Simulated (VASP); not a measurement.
Input of a VASP 6.6.1 run:

File INCAR:

```
ALGO = Normal
EDIFF = 1E-7
ENCUT = 520
GGA = AM
ISIF = 2
ISMEAR = -1
LASPH = T
LCHARG = F
LREAL = F
LWAVE = F
NELM = 100
PREC = Accurate
SIGMA = 0.05
```

KPOINTS

```
k-points
0
Gamma
  11 11 11
```

POSCAR

```
Al
1.0
    0.0000000000      2.0248050000      2.0248050000
    2.0248050000      0.0000000000      2.0248050000
    2.0248050000      2.0248050000      0.0000000000
Al
1
Direct
    0.0000000000      0.0000000000      0.0000000000
```

KPOINTS_OPT

```
path GXWKGLUWLK,UX
15
line-mode
reciprocal
 0.0000000000  0.0000000000  0.0000000000  G
 0.5000000000  0.0000000000  0.5000000000  X

 0.5000000000  0.0000000000  0.5000000000  X
 0.5000000000  0.2500000000  0.7500000000  W

 0.5000000000  0.2500000000  0.7500000000  W
 0.3750000000  0.3750000000  0.7500000000  K

 0.3750000000  0.3750000000  0.7500000000  K
 0.0000000000  0.0000000000  0.0000000000  G

 0.0000000000  0.0000000000  0.0000000000  G
 0.5000000000  0.5000000000  0.5000000000  L

 0.5000000000  0.5000000000  0.5000000000  L
 0.6250000000  0.2500000000  0.6250000000  U

 0.6250000000  0.2500000000  0.6250000000  U
 0.5000000000  0.2500000000  0.7500000000  W

 0.5000000000  0.2500000000  0.7500000000  W
 0.5000000000  0.5000000000  0.5000000000  L

 0.5000000000  0.5000000000  0.5000000000  L
 0.3750000000  0.3750000000  0.7500000000  K

 0.6250000000  0.2500000000  0.6250000000  U
 0.5000000000  0.0000000000  0.5000000000  X
```

Potentials or basis: VASP PAW PBE potentials, release 64 (Al).

Launch:

```sh
$ cat potpaw_PBE.64/Al/POTCAR > POTCAR
$ mpirun -np 1 vasp_std > vasp.out
```

(1) Predict the pressure.

(2) Predict the band gap along the path.

Results:

(1) -2.4 GPa.

(2) none (metal or under the smearing width).

Caveat: the PAW data sets were made with another functional, which shifts forces and pressure a little.
